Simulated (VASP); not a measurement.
A run of VASP 6.6.1:

The input INCAR:

```
SYSTEM = Mg
PREC = Accurate
ENCUT = 600
EDIFF = 1E-6
ISMEAR = 0
SIGMA = 0.1
LREAL = .FALSE.
LASPH = .TRUE.
NELM = 100
ALGO = Normal
ISIF = 3
LWAVE = .FALSE.
LCHARG = .FALSE.
GGA = PE
IBRION = 2
NSW = 90
EDIFFG = -0.02
```

KPOINTS

```
regular mesh
0
G
  14 14 14
  0 0 0
```

POSCAR

```
Mg
1.0
   -1.8359916300      1.8359916300      1.6794040200
    1.8359916300     -1.8359916300      1.6794040200
    1.8359916300      1.8359916300     -1.6794040200
Mg
1
Direct
    0.0000000000      0.0000000000      0.0000000000
```

Potentials or basis: VASP PAW PBE potentials, release 64 (Mg).

Command:

```bash
$ cat potpaw_PBE.64/Mg/POTCAR > POTCAR
$ mpirun -np 1 vasp_std > vasp.out
```

Hardware: 1 thread of Intel(R) Xeon(R) Platinum 8559C (Emerald Rapids), on a shared host.

Problem. Estimate the wall time of this run.

Solution. Run time: 64 s on 1 thread of Intel(R) Xeon(R) Platinum 8559C (Emerald Rapids), on a shared host, peak memory 0.19 GiB. Counts: scf iterations 37, k points 244, ion steps 9.
